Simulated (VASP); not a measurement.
# La (Im-3m) in VASP: reference runs

Aim: a first look at La with PBE, on the cell as given and on a disturbed one.

Everything below comes from runs of VASP 6.6.1. Logs are shortened: lines on timing, memory, paths and dates and some standing lists are left out, and cuts for length are marked.

## Step 1: The crystal as given

The structure is cubic, space group Im-3m (No. 229). The conventional cell has a = 4.248 Å, b = 4.248 Å, c = 4.248 Å, α = 90.00°, β = 90.00°, γ = 90.00°. Around La (site symmetry m-3m) lie 8 La at 3.68 Å.

This isn't the form of La at room conditions, which is double hcp.

## Step 2: Single point, PBE

File INCAR:

```
PREC     = Accurate       # precision mode
ENCUT    = 520            # plane-wave cutoff, eV
EDIFF    = 1E-7           # SCF threshold, eV
ISMEAR   = -1             # smearing method
SIGMA    = 0.05           # smearing width, eV
LREAL    = False          # projectors in reciprocal space
LASPH    = True           # aspherical terms in the spheres
NELM     = 80             # most SCF steps
ALGO     = Normal         # electronic algorithm
ISIF     = 2              # what is computed and relaxed
LWAVE    = False          # write WAVECAR
LCHARG   = False          # write CHGCAR
GGA      = PE             # functional
NBANDS   = 12             # bands
```

File KPOINTS:

```
regular mesh
0
Gamma
  9 9 9
```

File POSCAR:

```
La
1.0
   -2.1238310710      2.1238310710      2.1238310710
    2.1238310710     -2.1238310710      2.1238310710
    2.1238310710      2.1238310710     -2.1238310710
La
1
Direct
    0.0000000000      0.0000000000      0.0000000000
```

Potentials or basis: VASP PAW PBE potentials, release 64 (La).

The run is started by

```
$ cat potpaw_PBE.64/La/POTCAR > POTCAR
$ mpirun -np 1 vasp_std > vasp.out
```

OUTCAR:

```text
PREC = Accurate
   ENCUT = 520
   EDIFF = 1E-7
   ISMEAR = -1
   LREAL = False
   LASPH = True
   NELM = 80
   ISIF = 2
   GGA = PE

 ion  position               nearest neighbor table
   1  0.000  0.000  0.000-

  LATTYP: Found a body centered cubic cell.
 ALAT       =     4.2476621420

  Lattice vectors:

 A1 = (  -2.1238310710,   2.1238310710,   2.1238310710)
 A2 = (   2.1238310710,  -2.1238310710,   2.1238310710)
 A3 = (   2.1238310710,   2.1238310710,  -2.1238310710)

Analysis of symmetry for initial positions (statically):
=====================================================================
 Subroutine PRICEL returns:
 Original cell was already a primitive cell.

 Routine SETGRP: Setting up the symmetry group for a
 body centered cubic supercell.

 Subroutine GETGRP returns: Found 48 space group operations
 (whereof 48 operations were pure point group operations)
 out of a pool of 48 trial point group operations.

The static configuration has the point symmetry O_h .

Analysis of symmetry for dynamics (positions and initial velocities):
=====================================================================
 Subroutine PRICEL returns:
 Original cell was already a primitive cell.

 Routine SETGRP: Setting up the symmetry group for a
 body centered cubic supercell.

 Subroutine GETGRP returns: Found 48 space group operations
 (whereof 48 operations were pure point group operations)
 out of a pool of 48 trial point group operations.

The dynamic configuration has the point symmetry O_h .

 Subroutine INISYM returns: Found 48 space group operations
 (whereof 48 operations are pure point group operations),
 and found     1 'primitive' translations

----------------------------------------------------------------------------------------

                                     Primitive cell

  volume of cell :      38.3195

  direct lattice vectors                    reciprocal lattice vectors
    -2.123831071  2.123831071  2.123831071     0.000000000  0.235423620  0.235423620
     2.123831071 -2.123831071  2.123831071     0.235423620  0.000000000  0.235423620
     2.123831071  2.123831071 -2.123831071     0.235423620  0.235423620  0.000000000

  length of vectors
     3.678583322  3.678583322  3.678583322     0.332939277  0.332939277  0.332939277

  position of ions in fractional coordinates (direct lattice)
     0.000000000  0.000000000  0.000000000

  ion indices of the primitive-cell ions
   primitive index   ion index
                 1           1

----------------------------------------------------------------------------------------

 KPOINTS: regular mesh

Automatic generation of k-mesh.
 Grid dimensions read from file:
 generate k-points for:    9    9    9

 Generating k-lattice:

  Cartesian coordinates                     Fractional coordinates (reciprocal lattice)
     0.000000000  0.026158180  0.026158180     0.111111111  0.000000000  0.000000000
     0.026158180  0.000000000  0.026158180     0.000000000  0.111111111  0.000000000
     0.026158180  0.026158180  0.000000000     0.000000000  0.000000000  0.111111111

  Length of vectors
     0.036993253  0.036993253  0.036993253

  Shift w.r.t. Gamma in fractional coordinates (k-lattice)
     0.000000000  0.000000000  0.000000000

 Subroutine IBZKPT returns following result:
 ===========================================

 Found     35 irreducible k-points:

 Following reciprocal coordinates:
            Coordinates               Weight
  0.000000  0.000000  0.000000      1.000000
  0.111111  0.000000  0.000000     12.000000
  0.222222  0.000000  0.000000     12.000000
  0.333333  0.000000  0.000000     12.000000
  0.444444  0.000000  0.000000     12.000000
  0.111111  0.111111  0.000000     24.000000
[... 27 lines left out ...]
 -0.444444 -0.444444  0.333333      8.000000
 -0.444444  0.444444  0.444444      6.000000
   k-points           NKPTS =     35   k-points in BZ     NKDIM =     35   number of bands    NBANDS=     12
   number of dos      NEDOS =    301   number of ions     NIONS =      1
   total plane-waves  NPLWV =  21952
   dimension x,y,z NGX =    28 NGY =   28 NGZ =   28
   dimension x,y,z NGXF=    56 NGYF=   56 NGZF=   56
   ions per type =               1
   NGX,Y,Z   is equivalent  to a cutoff of  12.65, 12.65, 12.65 a.u.
   NGXF,Y,Z  is equivalent  to a cutoff of  25.31, 25.31, 25.31 a.u.
 SYSTEM =  unknown system
   PREC   = accura    normal or accurate (medium, high low for compatibility)
   ISTART =      0    job   : 0-new  1-cont  2-samecut
   ICHARG =      2    charge: 1-file 2-atom 10-const
   ISPIN  =      1    spin polarized calculation?
   LNONCOLLINEAR =      F non collinear calculations
   LSORBIT =      F    spin-orbit coupling
   LASPH  =      T    aspherical Exc in radial PAW
   ENCUT  =  520.0 eV  38.22 Ry    6.18 a.u.   6.84  6.84  6.84*2*pi/ulx,y,z
   NELM   =     80;   NELMIN=  2; NELMDL= -5     # of ELM steps
   EDIFF  = 0.1E-06   stopping-criterion for ELM
   LREAL  =      F    real-space projection
   EDIFFG = 0.1E-05   stopping-criterion for IOM
   NSW    =      0    number of steps for IOM
   IBRION =     -1    ionic relax: 0-MD 1-quasi-New 2-CG
   NFREE  =      0    steps in history (QN), initial steepest desc. (CG)
   ISIF   =      2    stress and relaxation
   ISYM   =      2    0-nonsym 1-usesym 2-fastsym
   POTIM  = 0.5000    time-step for ionic-motion
   TEBEG  =    0.0;   TEEND  =   0.0 temperature during run
   PSTRESS=    0.0 pullay stress
   NELECT =      11.0000    total number of electrons
   NUPDOWN=      -1.0000    fix difference up-down
   EMIN   =  10.00;   EMAX   =-10.00  energy-range for DOS
   EFERMI =   0.00;   METHOD = LEGACY
   ISMEAR =    -1;   SIGMA  =   0.05  broadening in eV -4-tet -1-fermi 0-gaus
   EFERMI_NEDOS =   21; number of points for ismear=-14 and -15
   IALGO  =     38    algorithm
   IMIX   =      4    mixing-type and parameters
     AMIX     =   0.40;   BMIX     =  1.00
     AMIX_MAG =   1.60;   BMIX_MAG =  1.00
  volume/ion in A,a.u.               =      38.32       258.59
  Fermi-wavevector in a.u.,A,eV,Ry     =   1.079939  2.040788 15.868033  1.166268
  Thomas-Fermi vector in A             =   2.215917
   LORBIT       =      0    0 simple, 1 ext, 2 COOP (PROOUT), +10 PAW based schemes
   GGA     = PE    functional components
   LHFCALC =     F    Hartree Fock is set to
   AEXX    =    0.0000 exact exchange contribution
   IVDW    =     0    specifies the selected vdW correction
   LEPSILON=     F    determine dielectric tensor
   LRPA    =     F    only Hartree local field effects (RPA)
 non-spin polarized calculation
  energy-cutoff  :      520.00
  volume of cell :       38.32
 maximum number of plane-waves:      1055
   NGX = 13   NGY = 13   NGZ = 13

 number of electron      10.9999999 magnetization

 Free energy of the ion-electron system (eV)
  ---------------------------------------------------
  ext. energy  EPLUGINS =         0.00000000
  ---------------------------------------------------
  free energy    TOTEN  =        -4.77078040 eV

  energy without entropy =       -4.74362586  energy(sigma->0) =       -4.75720313

 E-fermi :   7.5738     XC(G=0):  -9.4352

 val. band max:        7.5733089248   @ k =   0.3333   0.2222   0.0000
 cond. band min:       7.6023259774   @ k =  -0.2222   0.2222   0.2222
 fundamental gap:      0.0290170526
 Fermi energy:         7.5738307643

 k-point     1 :       0.0000    0.0000    0.0000
  band No.  band energies     occupation
      1     -25.3650      2.00000
      2      -8.4087      2.00000
      3      -8.4087      2.00000
      4      -8.4087      2.00000
      5       4.3723      2.00000
      6       9.0263      0.00000
      7       9.0263      0.00000
      8       9.0263      0.00000
      9       9.0452      0.00000
     10       9.0452      0.00000
     11       9.0452      0.00000
     12       9.7379      0.00000

 k-point     2 :       0.1111    0.0000    0.0000
  band No.  band energies     occupation
      1     -25.3439      2.00000
      2      -8.5729      2.00000
      3      -8.4571      2.00000
      4      -8.4106      2.00000
      5       4.7355      2.00000
      6       8.5800      0.00000
      7       8.5835      0.00000
      8       9.0330      0.00000
      9       9.1404      0.00000
     10       9.3314      0.00000
     11       9.3420      0.00000
     12       9.7041      0.00000

 k-point     3 :       0.2222    0.0000    0.0000
  band No.  band energies     occupation
      1     -25.2900      2.00000
      2      -8.9648      2.00000
      3      -8.5766      2.00000
      4      -8.4155      2.00000
      5       5.5476      2.00000
      6       8.0813      0.00008
      7       8.1676      0.00001
      8       9.0174      0.00000
      9       9.2737      0.00000
     10       9.4235      0.00000
     11       9.5086      0.00000
     12       9.6625      0.00000
[... 451 lines left out ...]
 k-point    34 :      -0.4444   -0.4444    0.3333
  band No.  band energies     occupation
      1     -25.0731      2.00000
      2      -9.2817      2.00000
      3      -9.2817      2.00000
      4      -9.0820      2.00000
      5       6.1458      2.00000
      6       6.1458      2.00000
      7       9.0082      0.00000
      8       9.2151      0.00000
      9       9.3309      0.00000
     10       9.3309      0.00000
     11       9.7803      0.00000
     12       9.7841      0.00000

 k-point    35 :      -0.4444    0.4444    0.4444
  band No.  band energies     occupation
      1     -25.0589      2.00000
      2      -9.2635      2.00000
      3      -9.2329      2.00000
      4      -9.2329      2.00000
      5       5.8546      2.00000
      6       5.9449      2.00000
      7       9.1725      0.00000
      8       9.3034      0.00000
      9       9.3034      0.00000
     10       9.3068      0.00000
     11       9.7866      0.00000
     12       9.7994      0.00000

------------------------ aborting loop because EDIFF is reached ----------------------------------------

  FORCE on cell =-STRESS in cart. coord.  units (eV):
  Direction    XX          YY          ZZ          XY          YZ          ZX
  --------------------------------------------------------------------------------------
  -------------------------------------------------------------------------------------
  Total       -0.1193179     -0.1193179     -0.1193179      0.0000000      0.0000000      0.0000000
  in kB       -4.9888036     -4.9888036     -4.9888036      0.0000000      0.0000000      0.0000000
  external PRESSURE =      -4.9888036 kB  Pullay stress =       0.0000000 kB

 VOLUME and BASIS-vectors are now :
 -----------------------------------------------------------------------------
  energy-cutoff  :      520.00
  volume of cell :       38.32
      direct lattice vectors                 reciprocal lattice vectors
    -2.123831071  2.123831071  2.123831071     0.000000000  0.235423620  0.235423620
     2.123831071 -2.123831071  2.123831071     0.235423620  0.000000000  0.235423620
     2.123831071  2.123831071 -2.123831071     0.235423620  0.235423620  0.000000000

 POSITION                                       TOTAL-FORCE (eV/Angst)
 -----------------------------------------------------------------------------------
      0.00000      0.00000      0.00000        -0.000000     -0.000000     -0.000000
 -----------------------------------------------------------------------------------
    total drift:                                0.000000      0.000000      0.000000

  FREE ENERGIE OF THE ION-ELECTRON SYSTEM (eV)
  ---------------------------------------------------
  free  energy   TOTEN  =        -4.7707804026 eV

  energy  without entropy=       -4.7436258627  energy(sigma->0) =       -4.75720313
```

Run time: 13 s. Hardware: 1 thread of AMD EPYC 9R45 (Zen 5), shared host; peak memory 0.14 GiB.

What came out:

| Property | Result |
| --- | --- |
| Free energy | -4.7708 eV |
| Pressure | -0.5 GPa |
| Band gap on the k mesh | none (metal or under the smearing width) |

Levels at points of the mesh, in eV from the Fermi level:
```
           k point  band 4  band 5  band 6  band 7  band 8  band 9
(0.00, 0.00, 0.00)  -15.98   -3.20    1.45    1.45    1.45    1.47
```

The run has no spin-orbit coupling, so splittings on La are missing.

## Step 3: Single point, PBE (cell strained at random at fixed volume)

File INCAR:

```
ALGO = Normal ; EDIFF = 1E-7
ENCUT = 520 ; GGA = PE
ISIF = 2 ; ISMEAR = -1
LASPH = T ; LCHARG = F
LREAL = F ; LWAVE = F
NBANDS = 12 ; NELM = 100
PREC = Accurate ; SIGMA = 0.05
```

File KPOINTS:

```
k-points
0
Gamma
  9 9 9
```

File POSCAR:

```
La
1.0
   -2.1044780000      2.1793380000      2.1245200000
    2.1382030000     -2.1291200000      2.1080260000
    2.0847550000      2.1093970000     -2.0743020000
La
1
Direct
   -0.0161300000     -0.0171580000     -0.0149420000
```

Potentials or basis: VASP PAW PBE potentials, release 64 (La).

The run is started by

```
$ cat potpaw_PBE.64/La/POTCAR > POTCAR
$ mpirun -np 1 vasp_std > vasp.out
```

OUTCAR:

```text
EDIFF = 1E-7
   ENCUT = 520
   GGA = PE
   ISIF = 2
   ISMEAR = -1
   LASPH = T
   LREAL = F
   NELM = 100
   PREC = Accurate

 ion  position               nearest neighbor table
   1  0.984  0.983  0.985-

  LATTYP: Found a triclinic cell.
 ALAT       =     5.9915519009
 B/A-ratio  =     0.6040477291
 C/A-ratio  =     1.0058694186
 COS(alpha) =     0.0040773726
 COS(beta)  =     0.5090126786
 COS(gamma) =     0.8113452093

  Lattice vectors:

[... 807 lines left out ...]
     10       9.4625      0.00000
     11       9.5738      0.00000
     12       9.7011      0.00000

 [... further k-points ...]

------------------------ aborting loop because EDIFF is reached ----------------------------------------

  FORCE on cell =-STRESS in cart. coord.  units (eV):
  Direction    XX          YY          ZZ          XY          YZ          ZX
  --------------------------------------------------------------------------------------
  -------------------------------------------------------------------------------------
  Total       -0.1789117     -0.0198124     -0.1514960      0.0202654     -0.0415739     -0.0302102
  in kB       -7.4804760     -0.8283747     -6.3341991      0.8473183     -1.7382480     -1.2631195
  external PRESSURE =      -4.8810166 kB  Pullay stress =       0.0000000 kB

 VOLUME and BASIS-vectors are now :
 -----------------------------------------------------------------------------
  energy-cutoff  :      520.00
  volume of cell :       38.32
      direct lattice vectors                 reciprocal lattice vectors
    -2.104478000  2.179338000  2.124520000    -0.000788785  0.230430814  0.233536700
     2.138203000 -2.129120000  2.108026000     0.234921079 -0.001664446  0.234412307
     2.084755000  2.109397000 -2.074302000     0.237932545  0.234317943 -0.004675969

 POSITION                                       TOTAL-FORCE (eV/Angst)
 -----------------------------------------------------------------------------------
      2.08459      2.12948      2.11880         0.000000     -0.000000      0.000000
 -----------------------------------------------------------------------------------
    total drift:                               -0.000001     -0.000009     -0.000002

  FREE ENERGIE OF THE ION-ELECTRON SYSTEM (eV)
  ---------------------------------------------------
  free  energy   TOTEN  =        -4.7707493207 eV

  energy  without entropy=       -4.7443906580  energy(sigma->0) =       -4.75756999
```

OSZICAR:

```text
N       E                     dE             d eps       ncg     rms          rms(c)
DAV:   1     0.993778785345E+02    0.99378E+02   -0.37341E+03  8800   0.115E+03
DAV:   2     0.128361821719E+01   -0.98094E+02   -0.94437E+02 11520   0.179E+02
DAV:   3    -0.446030945251E+01   -0.57439E+01   -0.55452E+01 12260   0.757E+01
DAV:   4    -0.476517980963E+01   -0.30487E+00   -0.29967E+00 16460   0.116E+01
DAV:   5    -0.477516558472E+01   -0.99858E-02   -0.98839E-02 14700   0.207E+00    0.203E+00
DAV:   6    -0.476587431452E+01    0.92913E-02   -0.11393E-02 16084   0.876E-01    0.122E+00
DAV:   7    -0.476677831210E+01   -0.90400E-03   -0.45108E-02 11684   0.163E+00    0.203E-01
DAV:   8    -0.476755514041E+01   -0.77683E-03   -0.22595E-03 17052   0.347E-01    0.223E-01
DAV:   9    -0.476791886373E+01   -0.36372E-03   -0.25091E-04 17016   0.139E-01    0.253E-01
DAV:  10    -0.476253685987E+01    0.53820E-02   -0.15744E-02 11628   0.101E+00    0.550E-01
DAV:  11    -0.477157362123E+01   -0.90368E-02   -0.54936E-02 13228   0.228E+00    0.437E-01
DAV:  12    -0.477072543811E+01    0.84818E-03   -0.55529E-03 16132   0.718E-01    0.244E-02
DAV:  13    -0.477073829269E+01   -0.12855E-04   -0.21270E-04 12992   0.977E-02    0.338E-02
DAV:  14    -0.477074264015E+01   -0.43475E-05   -0.25180E-05 16960   0.374E-02    0.481E-02
DAV:  15    -0.477074975594E+01   -0.71158E-05   -0.30179E-05 16784   0.624E-02    0.148E-02
DAV:  16    -0.477074994000E+01   -0.18406E-06   -0.46430E-07 17340   0.708E-03    0.119E-02
DAV:  17    -0.477074941693E+01    0.52307E-06   -0.25416E-06 16952   0.190E-02    0.107E-03
DAV:  18    -0.477074932071E+01    0.96222E-07   -0.26291E-08 10936   0.161E-03
   1 F= -.47707493E+01 E0= -.47575700E+01  d E =-.263587E-01
```

It took 2.1 min on 1 thread of AMD EPYC 9R45 (Zen 5), shared host; peak memory 0.3 GiB.

What came out:

```
Free energy            : -4.7707 eV
Pressure               : -0.5 GPa
Band gap on the k mesh : none (metal or under the smearing width)
```

The run has no spin-orbit coupling, so splittings on La are missing.
